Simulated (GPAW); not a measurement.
# MoS2 (P6_3/mmc) in GPAW: single point with LDA

Aim: the single point of MoS2 with LDA.

All numbers are computed with GPAW 26.7.0; they aren't measurements. Logs are shortened: lines on timing, memory, paths and dates and some standing lists are left out, and cuts for length are marked. The log counts tension as positive stress, the text compression.

**Experimental background.**

“Multiwavelength excitation Raman Scattering Analysis of bulk and 2 dimensional MoS2: Vibrational properties of atomically thin MoS2 layers”, 2015, arxiv:1506.03228 reports, for a bulk crystal of MoS2 at 300 K: band gap 1.3 eV (indirect).

The results are compared with them further down.

## (1) The crystal as given

It takes space group P6_3/mmc (No. 194, hexagonal). The conventional cell has a = 3.169 Å, b = 3.169 Å, c = 12.324 Å, α = 90.00°, β = 90.00°, γ = 120.00°. Mo (site symmetry -6m2) has 6 S at 2.41 Å as nearest neighbours. S (site symmetry 3m) is surrounded by 3 Mo at 2.41 Å.

## (2) Single point, LDA

run.py

```python
from ase import Atoms
from ase.dft.bandgap import bandgap
from ase.io import write
from ase.units import GPa
from gpaw import GPAW, PW

atoms = Atoms(['Mo', 'Mo', 'S', 'S', 'S', 'S'],
              cell=[[3.169, 0.0, 0.0],
                    [-1.5845, 2.7444345046, 0.0],
                    [0.0, 0.0, 12.324]],
              scaled_positions=[[0.6666666667, 0.3333333333, 0.75],
                                [0.3333333333, 0.6666666667, 0.25],
                                [0.6666666667, 0.3333333333, 0.377],
                                [0.3333333333, 0.6666666667, 0.877],
                                [0.6666666667, 0.3333333333, 0.123],
                                [0.3333333333, 0.6666666667, 0.623]],
              pbc=True)

calc = GPAW(mode=PW(450),
            xc='LDA',
            kpts={'size': (8, 8, 2), 'gamma': True},
            occupations={'name': 'fermi-dirac', 'width': 0.05},
            nbands=46,
            maxiter=120,
            txt='gpaw.txt')
atoms.calc = calc
energy = atoms.get_potential_energy()
forces = atoms.get_forces()
stress = atoms.get_stress()
calc.write('gs.gpw')
write('result.traj', atoms)
print(f'Energy: {energy:.6f} eV')
print('Forces (eV/A):')
print(forces.round(4))
print('Stress (GPa):', (stress / GPa).round(3))
print('Fermi level:', round(calc.get_fermi_level(), 4), 'eV')
print(f'Gap: {bandgap(calc)[0]:.4f} eV, direct: {bandgap(calc, direct=True)[0]:.4f} eV')
```

Potentials or basis: the program's PAW data sets (release 1.2.1) made for this functional, pw.

On the command line:

```sh
OMP_NUM_THREADS=1 python run.py
```

gpaw.txt:

```text
__  _  _
 | _ |_)|_||  |
 |__||  | ||/\| - 26.7.0

Input parameters:
  mode=PW(ecut=450.00000000000006),
  kpts=MonkhorstPack(size=(8, 8, 2), gamma=True),
  maxiter=120,
  nbands=46,
  occupations=Occupations(name='fermi-dirac', width=0.05),
  xc=XC(name='LDA')

Diagonalizing LCAO Hamiltonian
Converting LCAO to pw mode

        S

           Mo
        S

           S
        Mo

           S

Atoms  # Å, Bohr magnetons
|   | symbol |         x |        y |         z |    initial magnetic moments |
|---|--------|-----------|----------|-----------|-----------------------------|
| 0 |     Mo |  1.584500 | 0.914812 |  9.243000 | ( 0.0000,  0.0000,  0.0000) |
| 1 |     Mo | -0.000000 | 1.829623 |  3.081000 | ( 0.0000,  0.0000,  0.0000) |
| 2 |      S |  1.584500 | 0.914812 |  4.646148 | ( 0.0000,  0.0000,  0.0000) |
| 3 |      S | -0.000000 | 1.829623 | 10.808148 | ( 0.0000,  0.0000,  0.0000) |
| 4 |      S |  1.584500 | 0.914812 |  1.515852 | ( 0.0000,  0.0000,  0.0000) |
| 5 |      S | -0.000000 | 1.829623 |  7.677852 | ( 0.0000,  0.0000,  0.0000) |

Unit cell  # Å
| periodic |         x |        y |         z |   lengths |     angles |
|----------|-----------|----------|-----------|-----------|------------|
|      yes |  3.169000 | 0.000000 |  0.000000 |  3.169000 |  90.000000 |
|      yes | -1.584500 | 2.744435 |  0.000000 |  3.169000 |  90.000000 |
|      yes |  0.000000 | 0.000000 | 12.324000 | 12.324000 | 120.000000 |

Number of symmetries: 12
Symmetry operations  # r_c * U_cc + t_c -> r_c
|    | kind |            matrix            |
|----|------|------------------------------|
|  0 |  σ   |  1, 1, 0,  0,-1, 0,  0, 0, 1 |
|  1 |  S6  |  1, 1, 0, -1, 0, 0,  0, 0,-1 |
|  2 |  E   |  1, 0, 0,  0, 1, 0,  0, 0, 1 |
|  3 |  C2  |  1, 0, 0, -1,-1, 0,  0, 0,-1 |
|  4 |  C2  |  0, 1, 0,  1, 0, 0,  0, 0,-1 |
|  5 |  C3  |  0, 1, 0, -1,-1, 0,  0, 0, 1 |
|  6 |  S6  |  0,-1, 0,  1, 1, 0,  0, 0,-1 |
|  7 |  σ   |  0,-1, 0, -1, 0, 0,  0, 0, 1 |
|  8 |  σ   | -1, 0, 0,  1, 1, 0,  0, 0, 1 |
|  9 |  i   | -1, 0, 0,  0,-1, 0,  0, 0,-1 |
| 10 |  C3  | -1,-1, 0,  1, 0, 0,  0, 0, 1 |
| 11 |  C2  | -1,-1, 0,  0, 1, 0,  0, 0,-1 |

BZ-sampling:
  Number of BZ points: 128
  Number of IBZ points: 20

  Monkhorst-Pack size: [8, 8, 2]
  Monkhorst-Pack shift: [0.0625, 0.0625, 0.25]

K-points  # in reciprocal-cell coordinates
|     |                                coordinates |     weight |
|-----|--------------------------------------------|------------|
|   0 | (  0.00000000,   0.00000000,   0.00000000) | 0.00781250 |
|   1 | (  0.00000000,   0.00000000,   0.50000000) | 0.00781250 |
|   2 | (  0.12500000,   0.00000000,   0.00000000) | 0.04687500 |
|   3 | (  0.12500000,   0.00000000,   0.50000000) | 0.04687500 |
|   4 | (  0.25000000,  -0.12500000,   0.00000000) | 0.04687500 |
|   5 | (  0.25000000,  -0.12500000,   0.50000000) | 0.04687500 |
|   6 | (  0.25000000,   0.00000000,   0.00000000) | 0.04687500 |
|   7 | (  0.25000000,   0.00000000,   0.50000000) | 0.04687500 |
|   8 | (  0.37500000,  -0.12500000,   0.00000000) | 0.09375000 |
|   9 | (  0.37500000,  -0.12500000,   0.50000000) | 0.09375000 |
| ... |                                            |            |
|  19 | (  0.50000000,   0.50000000,   0.50000000) | 0.02343750 |

Plane wave coefficients: 2382
Cutoff: 450.00000000000006 eV

Spin-components: 1 (collinear spins)
Bands:           46
Projectors:      32
Spin-degeneracy: 2
Datatype:        complex128

Parallelization:
  kpt:    1
  domain: 1
  band:   1

Density:
  Valence electrons: 52.0
  Components: 1
  Grid points: [16 16 63]
  Charge: 0.0  # |e|

Potential:
  Grid points: [16 16 63]

species:
  Mo:
    name:    Molybdenum
    Z:       42.0
    valence: 14
    core:    28
    charge:  0.0  # [|e|]
    compensation charges:
      type: gauss
      rc: 0.38  # [Å]
      lmax: 2
    cutoffs:
      filter: 2.16  # [Å]
      core: 1.42  # [Å]
    projectors
    | kind |    occ | energy [eV] | rcut [Å] |
    |------|--------|-------------|----------|
    |   4s |  2.000 |     -64.384 |    1.238 |
    |   5s |  1.000 |      -4.319 |    1.238 |
    |   4p |  6.000 |     -38.595 |    1.296 |
    |   5p |  0.000 |      -1.161 |    1.296 |
    |   4d |  5.000 |      -3.933 |    1.296 |
    |    d |        |      23.278 |    1.296 |

    Using partial waves for Mo as LCAO basis

  S:
    name:    Sulfur
    Z:       16.0
    valence: 6
    core:    10
    charge:  0.0  # [|e|]
    compensation charges:
      type: gauss
      rc: 0.24  # [Å]
      lmax: 2
    cutoffs:
      filter: 1.77  # [Å]
      core: 1.66  # [Å]
    projectors
    | kind |    occ | energy [eV] | rcut [Å] |
    |------|--------|-------------|----------|
    |   3s |  2.000 |     -17.278 |    0.974 |
    |   3p |  4.000 |      -7.106 |    0.979 |
    |    s |        |       9.933 |    0.974 |
    |    p |        |      20.105 |    0.979 |
    |    d |        |       0.000 |    0.900 |

    Using partial waves for S as LCAO basis

Reference energy: -263337.961849  # eV

eigensolver:
  PPCG
  Converge bands: occupied
  niter=2

density mixing:
  MSR1-Mixer
  Pratt-step length: 0.05
  Maximum mixing coefficient: 0.75
  Old densities: 10
  SVD Regularization: 0.005
  Good broyden scale: 1.0
  Trust region scale: 1.0
  Backstep threshold: 4.0
  History deletion threshold: 6.0
  Fourier metric: weight=20.0, sigma=0.015

occupation numbers:
  Fermi-Dirac:
    width: 0.0500  # eV

poisson solver:
  ecut: 3600.0000000000005  # eV

xc functional:
  name: None

convergence criteria:
- Maximum [total energy] change in last 3 cyles: 0.0005 eV / valence electron
- Maximum integral of absolute [dens]ity change: 0.0001 electrons / valence electron
- Maximum integral of absolute [eigenst]ate change: 4e-08 eV^2 / valence electron
maximum number of iterations: 120

SCF iterations
|iter     | |      energy | eigst |  dens |
|---------|-|-------------|-------|-------|
|iter:   1| |  -52.614214 | +0.49 |       |
|iter:   2| |  -51.816616 | -1.18 | -0.99 |
|iter:   3| |  -49.802271 | -1.16 | -1.07 |
|iter:   4| |  -49.632326 | -1.96 | -1.46 |
|iter:   5| |  -49.616257 | -2.60 | -1.79 |
|iter:   6| |  -49.621363c| -3.14 | -2.07 |
|iter:   7| |  -49.604629c| -3.74 | -2.29 |
|iter:   8| |  -49.604543c| -5.26 | -3.02 |
|iter:   9| |  -49.604545c| -6.12 | -3.45 |
|iter:  10| |  -49.604545c| -7.59c| -4.40c|

Converged in 10 steps
Energy contributions relative to reference atoms: (reference = -263337.961849)

Energy contributions:
  Kinetic:          -7.837560
  Coulomb:          -4.912184
  Zero:             -0.329067
  External:          0.000000
  Xc:              -36.525730
  Entropy:          -0.000007
  Spinorbit:         0.000000
  ----------------------------
  Free energy:     -49.604548
  Extrapolated:    -49.604545

dipole moment: (0.000001, 0.000002, 0.000007)  # |e|*Ang

Fermi level: 8.335
Eigenvalues  # (at kpt = [0.000, 0.000, 0.000])
| band index |      eig [eV] | occ [0-2] |
|------------|---------------|-----------|
|          0 |       -53.474 |     2.000 |
|        ... |               |           |
|         18 |         4.693 |     2.000 |
|         19 |         5.777 |     2.000 |
|         20 |         5.777 |     2.000 |
|         21 |         5.824 |     2.000 |
|         22 |         5.824 |     2.000 |
|         23 |         6.750 |     2.000 |
[... 8 lines left out ...]
|         32 |        10.375 |     0.000 |
|         33 |        10.375 |     0.000 |
|        ... |               |           |
|         45 |        20.291 |     0.000 |

Gap: 0.903 eV
Transition (v -> c):
  (s=0, k=0, n=25, [0.00, 0.00, 0.00]) -> (s=0, k=8, n=26, [0.38, -0.12, 0.00])
Direct/indirect transitions are different
Direct gap: 1.911 eV
Transition at: (s=0, k=12, n=25, [0.38, 0.38, 0.00])

Forces  # eV/Ang
|        x |        y |        z |
|----------|----------|----------|
| -0.00000 |  0.00000 | -0.00026 |  # Mo   0
| -0.00000 |  0.00000 |  0.00026 |  # Mo   1
|  0.00000 |  0.00000 | -0.52643 |  # S    2
|  0.00000 |  0.00000 | -0.52447 |  # S    3
|  0.00000 | -0.00000 |  0.52447 |  # S    4
|  0.00000 |  0.00000 |  0.52643 |  # S    5

Stress tensor  # eV/Ang^3
|         x |         y |        z |
|-----------|-----------|----------|
|  0.040146 | -0.000000 | 0.000000 |
| -0.000000 |  0.040146 | 0.000000 |
|  0.000000 |  0.000000 | 0.038092 |

# Writing to gs.gpw (mode='')
```

stdout:

```text
Energy: -49.604545 eV
Forces (eV/A):
[[-0.000e+00  0.000e+00 -3.000e-04]
 [-0.000e+00  0.000e+00  3.000e-04]
 [ 0.000e+00  0.000e+00 -5.264e-01]
 [ 0.000e+00  0.000e+00 -5.245e-01]
 [ 0.000e+00 -0.000e+00  5.245e-01]
 [ 0.000e+00  0.000e+00  5.264e-01]]
Stress (GPa): [ 6.432  6.432  6.103  0.     0.    -0.   ]
Fermi level: 8.3355 eV
Gap: 0.9035 eV, direct: 1.9111 eV
```

Wall time 40 s (1 thread of Arm Neoverse V1, shared host); peak memory 0.2 GiB.

Results:

```
Free energy            : -49.6045 eV
Pressure               : -6.3 GPa
Largest force          : 0.526 eV/Å
Band gap on the k mesh : 0.90 eV, indirect (least direct gap 1.91 eV)
```

Forces on the atoms (eV/Å):
```
Mo   0.000  0.000  0.000
Mo   0.000  0.000  0.000
S    0.000  0.000 -0.526
S    0.000  0.000 -0.524
S    0.000  0.000  0.524
S    0.000  0.000  0.526
```

Levels at points of the mesh, in eV from the valence-band top:
```csv
k point,band 24,band 25,band 26,band 27,band 28,band 29
"(0.00, 0.00, 0.00)",-1.20,-1.16,0.00,2.08,2.08,2.11
"(0.00, 0.00, 0.50)",-2.15,-0.27,-0.27,2.08,2.08,2.08
"(0.50, 0.50, 0.00)",-1.52,-1.42,-1.29,1.55,1.60,1.93
"(0.50, 0.50, 0.50)",-1.62,-1.34,-1.34,1.57,1.57,2.08
```

Caveat: the cutoff is short for stress and forces, so pressures can be off by a GPa or more.

## (3) Comparison with measurements

Step 2. A measured gap of MoS2 is 1.3 eV (indirect; 300 K; “Multiwavelength excitation Raman Scattering Analysis of bulk and 2 dimensional MoS2: Vibrational properties of atomically thin MoS2 layers”, 2015, arxiv:1506.03228); the calculated 0.90 eV misses it by -0.40 eV. Spin-orbit coupling on Mo is left out. The value is that of LDA on a finite k mesh, which can miss the band edges, without temperature or zero-point motion. Semilocal functionals fall short of measured gaps as a rule.
